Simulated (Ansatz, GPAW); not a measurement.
YN: GLLB-SC, run from Python

These are simulated results from GPAW 26.7.0, not measurements. The cell began as a measured structure and was relaxed with r2SCAN in plane waves (Ansatz 0.2.0). All runs are without spin polarisation.

It is cubic, Fm-3m (No. 225); conventional cell a = 4.896 Å, 14.67 Å³ an atom. Y is surrounded by 6 N at 2.45 Å; N is surrounded by 6 Y at 2.45 Å.

GLLB-SC is a model potential. Its fundamental gap is the Kohn-Sham gap plus a derivative discontinuity, which the script evaluates at the band edges among the listed k points. Its total energy isn't variational and serves nothing here.

Input script:

```python
import json
from ase import Atoms
from gpaw import GPAW, PW, FermiDirac

atoms = Atoms(['Y', 'N'],
              cell=[[-0.0, 2.448048, 2.448048], [2.448048, -0.0, 2.448048], [2.448048, 2.448048, -0.0]],
              scaled_positions=[[0.0, -0.0, -0.0], [0.5, 0.5, 0.5]],
              pbc=True)
calc = GPAW(mode=PW(400), xc='GLLBSC', kpts={'size': (6, 6, 6), 'gamma': True},
            occupations=FermiDirac(0.02), maxiter=100, legacy_gpaw=True, txt='gpaw.txt')
atoms.calc = calc
res = {'energy': atoms.get_potential_energy(force_consistent=True)}
res['electrons'] = calc.get_number_of_electrons()
res['k'] = calc.get_ibz_k_points().tolist()
res['levels'] = [calc.get_eigenvalues(kpt=i).tolist() for i in range(len(res['k']))]
points = [[0.0, 0.0, 0.0], [0.5, 0.0, 0.5], [0.625, 0.25, 0.625], [0.375, 0.375, 0.75], [0.5, 0.5, 0.5], [0.5, 0.25, 0.75], [0.0, 0.5, 0.5]]
bands = calc.fixed_density(kpts=points, symmetry='off', nbands=round(res['electrons']) // 2 + 6, convergence={'bands': -2}, txt='bands.txt')
res['points'] = [bands.get_eigenvalues(kpt=i).tolist() for i in range(len(points))]
homo, lumo = bands.get_homo_lumo()
potential = calc.hamiltonian.xc.response.calculate_discontinuity_potential(homo, lumo)
res['discontinuity'] = bands.hamiltonian.xc.response.calculate_discontinuity(potential)
json.dump(res, open('results.json', 'w'))
print('free energy (eV):', round(res['energy'], 5))
```

Command: `python run.py`. It took 5.1 s on 1 thread of Arm Neoverse V2 (shared host), peak memory 0.14 GiB.

The log gpaw.txt, trimmed of paths, versions and times, then the last line on the terminal. An iter line gives the energy in eV and the logarithms of the changes of orbitals (plane waves alone) and density (c: converged):

```
___ ___ ___ _ _ _
 |   |   |_  | | | |

 | | | | | . | | | |

 |__ |  _|___|_____|  26.7.0
 |___|_|

Input parameters:
  kpts: {gamma: True,
         size: (6, 6, 6)}
  maxiter: 100
  mode: {ecut: 400.0,
         name: pw}
  occupations: {fixmagmom: False,
                name: fermi-dirac,
                width: 0.02}
  xc: GLLBSC

System changes: positions, numbers, cell, pbc, initial_charges, initial_magmoms

Initialize ...

species:
  Y:
    name:    Yttrium
    Z:       39.0
    valence: 11
    core:    28
    charge:  0.0  # [|e|]
    compensation charges:
      type: gauss
      rc: 0.40  # [Å]
      lmax: 2
    cutoffs:
      filter: 2.39  # [Å]
      core: 1.70  # [Å]
    projectors
    | kind |    occ | energy [eV] | rcut [Å] |

    |------|--------|-------------|----------|

    |   4s |  2.000 |     -47.003 |    1.328 |

    |   5s |  2.000 |      -4.028 |    1.328 |

    |   4p |  6.000 |     -27.024 |    1.318 |

    |   5p |  0.000 |      -1.279 |    1.318 |

    |   4d |  1.000 |      -2.018 |    1.286 |

    |    d |        |      25.193 |    1.286 |

    Using partial waves for Y as LCAO basis

  N:
    name:    Nitrogen
    Z:       7.0
    valence: 5
    core:    2
    charge:  0.0  # [|e|]
    compensation charges:
      type: gauss
      rc: 0.18  # [Å]
      lmax: 2
    cutoffs:
      filter: 1.11  # [Å]
      core: 0.96  # [Å]
    projectors
    | kind |    occ | energy [eV] | rcut [Å] |

    |------|--------|-------------|----------|

    |   2s |  2.000 |     -22.351 |    0.603 |

    |   2p |  3.000 |     -10.227 |    0.529 |

    |    s |        |       4.860 |    0.603 |

    |    p |        |      16.985 |    0.529 |

    |    d |        |       0.000 |    0.577 |

    Using partial waves for N as LCAO basis

Reference energy: -93512.675489  # eV

Spin-paired calculation

Convergence criteria:
 Maximum [total energy] change in last 3 cyles: 0.0005 eV / valence electron
 Maximum integral of absolute [dens]ity change: 0.0001 electrons / valence electron
 Maximum integral of absolute [eigenst]ate change: 4e-08 eV^2 / valence electron
 Maximum number of scf [iter]ations: 100
 (Square brackets indicate name in SCF output, whereas a 'c' in
 the SCF output indicates the quantity has converged.)

Symmetries present (total): 48

  ( 1  0  0)  ( 1  0  0)  ( 1  0  0)  ( 1  0  0)  ( 1  0 -1)  ( 1  0 -1)
  ( 1  0 -1)  ( 1 -1  0)  ( 0  1  0)  ( 0  0  1)  ( 1  0  0)  ( 1 -1  0)
  ( 1 -1  0)  ( 1  0 -1)  ( 0  0  1)  ( 0  1  0)  ( 1 -1  0)  ( 1  0  0)

  ( 1  0 -1)  ( 1  0 -1)  ( 1 -1  0)  ( 1 -1  0)  ( 1 -1  0)  ( 1 -1  0)
  ( 0  1 -1)  ( 0  0 -1)  ( 1  0  0)  ( 1  0 -1)  ( 0 -1  1)  ( 0 -1  0)
  ( 0  0 -1)  ( 0  1 -1)  ( 1  0 -1)  ( 1  0  0)  ( 0 -1  0)  ( 0 -1  1)

  ( 0  1  0)  ( 0  1  0)  ( 0  1  0)  ( 0  1  0)  ( 0  1 -1)  ( 0  1 -1)
  ( 1  0  0)  ( 0  1 -1)  ( 0  0  1)  (-1  1  0)  ( 1  0 -1)  ( 0  1  0)
  ( 0  0  1)  (-1  1  0)  ( 1  0  0)  ( 0  1 -1)  ( 0  0 -1)  (-1  1  0)

  ( 0  1 -1)  ( 0  1 -1)  ( 0  0  1)  ( 0  0  1)  ( 0  0  1)  ( 0  0  1)
  ( 0  0 -1)  (-1  1  0)  ( 1  0  0)  ( 0  1  0)  ( 0 -1  1)  (-1  0  1)
  ( 1  0 -1)  ( 0  1  0)  ( 0  1  0)  ( 1  0  0)  (-1  0  1)  ( 0 -1  1)
[... 7 lines left out ...]
  ( 1 -1  0)  ( 0  0  1)  ( 0 -1  1)  (-1  0  0)  ( 1 -1  0)  ( 0  0 -1)

  (-1  1  0)  (-1  1  0)  (-1  1  0)  (-1  1  0)  (-1  0  1)  (-1  0  1)
  ( 0  1  0)  ( 0  1 -1)  (-1  0  1)  (-1  0  0)  ( 0  0  1)  ( 0 -1  1)
  ( 0  1 -1)  ( 0  1  0)  (-1  0  0)  (-1  0  1)  ( 0 -1  1)  ( 0  0  1)

  (-1  0  1)  (-1  0  1)  (-1  0  0)  (-1  0  0)  (-1  0  0)  (-1  0  0)
  (-1  1  0)  (-1  0  0)  ( 0  0 -1)  ( 0 -1  0)  (-1  1  0)  (-1  0  1)
  (-1  0  0)  (-1  1  0)  ( 0 -1  0)  ( 0  0 -1)  (-1  0  1)  (-1  1  0)

216 k-points: 6 x 6 x 6 Monkhorst-Pack grid + [1/12,1/12,1/12]
16 k-points in the irreducible part of the Brillouin zone
       k-points in crystal coordinates                weights
   0:     0.00000000    0.00000000    0.00000000          1/216
   1:     0.16666667    0.16666667    0.00000000          6/216
   2:     0.16666667    0.16666667    0.16666667          8/216
   3:     0.33333333    0.16666667    0.16666667         12/216
   4:     0.33333333    0.33333333   -0.33333333         12/216
   5:     0.33333333    0.33333333    0.00000000          6/216
   6:     0.33333333    0.33333333    0.16666667         24/216
   7:     0.33333333    0.33333333    0.33333333          8/216
   8:     0.50000000    0.33333333   -0.33333333         24/216
   9:     0.50000000    0.33333333   -0.16666667         12/216
          ...
  15:     0.50000000    0.50000000    0.50000000          4/216

Wave functions: Plane wave expansion
  Cutoff energy: 400.000 eV
  Number of coefficients (min, max): 518, 544
  Pulay-stress correction: 0.000000 eV/Ang^3 (de/decut=0.000000)
  Using FFTW library
  ScaLapack parameters: grid=1x1, blocksize=None
  Wavefunction extrapolation:
    Improved wavefunction reuse through dual PAW basis

Occupation numbers: Fermi-Dirac:
  width: 0.0200  # eV

Eigensolver
   Davidson(niter=2)

Densities:
  Coarse grid: 16*16*16 grid
  Fine grid: 32*32*32 grid
  Total Charge: 0.000000

Density mixing:
  Method: separate
  Backend: msr1
  Linear mixing parameter: 0.05
  old densities: 10
  Width of damping distribution: 1.1
  Damping of long wavelength oscillations: 20

Hamiltonian:
  XC and Coulomb potentials evaluated on a 32*32*32 grid
  Using the GLLBSC Exchange-Correlation functional
  External potential:
    NoExternalPotential

XC parameters: GLLBSC functional being used consists of
  -----------------------------------------------------------------------
  | Weight | Module     | Description                                   |

  -----------------------------------------------------------------------
  |  1.000 | SCREENING  | GGA_X_PBE_SOL with 2 nearest neighbor stencil |

  |  1.000 | RESPONSE   | eps=0.0500 eV                                 |

  |  1.000 | XC         | GGA_C_PBE_SOL with 2 nearest neighbor stencil |

  -----------------------------------------------------------------------

Memory estimate:
  Process memory now: 112.16 MiB
  Calculator: 6.43 MiB
    Density: 2.14 MiB
      Arrays: 0.81 MiB
      Localized functions: 0.71 MiB
      Mixer: 0.62 MiB
    Hamiltonian: 0.55 MiB
      Arrays: 0.53 MiB
      XC: 0.00 MiB
      Poisson: 0.00 MiB
      vbar: 0.02 MiB
    Wavefunctions: 3.74 MiB
      Arrays psit_nG: 1.86 MiB
      Eigensolver: 0.19 MiB
      Projections: 0.11 MiB
      Projectors: 1.30 MiB
      PW-descriptor: 0.29 MiB

Total number of cores used: 1

Number of atoms: 2
Number of atomic orbitals: 17
Number of bands in calculation: 14
Number of valence electrons: 16
Bands to converge: occupied

... initialized

Initializing position-dependent things.

Density initialized from atomic densities
Creating initial wave functions:
  14 bands from LCAO basis set
Positions:
   0 Y      0.000000    0.000000    0.000000    ( 0.0000,  0.0000,  0.0000)
   1 N      2.448048    2.448048    2.448048    ( 0.0000,  0.0000,  0.0000)

Unit cell:
           periodic     x           y           z      points  spacing
  1. axis:    yes   -0.000000    2.448048    2.448048    16     0.1767
  2. axis:    yes    2.448048   -0.000000    2.448048    16     0.1767
  3. axis:    yes    2.448048    2.448048   -0.000000    16     0.1767

  Lengths:   3.462063   3.462063   3.462063
  Angles:   60.000000  60.000000  60.000000

Effective grid spacing dv^(1/3) = 0.1928

iter:   1   -21.426310
iter:   2   -20.265686   -0.90  -0.78
iter:   3   -15.613942   -0.26  -0.82
iter:   4   -15.682850   -1.86  -1.37
iter:   5   -16.640149   -0.88  -1.50
iter:   6   -15.146108   -1.13  -1.42
iter:   7   -15.127532   -2.09  -2.03
iter:   8   -15.214078   -2.88  -1.89
iter:   9   -15.197139   -3.50  -2.71
iter:  10   -15.192761   -5.28  -3.26
iter:  11   -15.195399c  -5.78  -3.86
iter:  12   -15.193221c  -6.47  -3.78
iter:  13   -15.193013c  -6.67  -4.08c
iter:  14   -15.192919c  -7.28  -4.61c
iter:  15   -15.192882c  -8.20c -5.76c

Converged after 15 iterations.

Energy contributions relative to reference atoms: (reference = -93512.675489)

Kinetic:         +8.131922
Potential:       -5.617138
External:        +0.000000
XC:             -17.242487
Entropy (-ST):   -0.000000
Local:           -0.465179
SIC:             +0.000000
--------------------------
Free energy:    -15.192882
Extrapolated:   -15.192882

GLLBSC response reference energy: 7.13698 eV (from HOMO)

Showing only first 2 kpts
 Kpt  Band  Eigenvalues  Occupancy
  0     6      7.13715    2.00000
  0     7      7.13715    2.00000
  0     8     11.23945    0.00000
  0     9     11.23957    0.00000

  1     6      6.83426    2.00000
  1     7      6.83465    2.00000
  1     8     10.15335    0.00000
  1     9     12.49448    0.00000

Fermi level: 7.76527

Gap: 1.051 eV
Transition (v -> c):
  (s=0, k=0, n=7, [0.00, 0.00, 0.00]) -> (s=0, k=12, n=8, [0.50, 0.50, 0.00])
Direct/indirect transitions are different
Direct gap: 1.390 eV
Transition at: (s=0, k=12, n=7, [0.50, 0.50, 0.00])

free energy (eV): -15.19288
```

The gap in the log is over the mesh alone; results.json adds the listed points. GLLB-SC gives a gap of 1.51 eV (1.051 eV Kohn-Sham over the listed points plus 0.463 eV discontinuity). On the same cell, plane-wave PBE (Ansatz, 10×10×10 k points and the special points) gives a gap of 0.20 eV and r2SCAN a gap of 0.58 eV; on shared hosts these took about 1.2 and 3.2 core-seconds on the 2-atom cell, against 5.1 for the script. Semilocal gaps usually lie below measured ones.
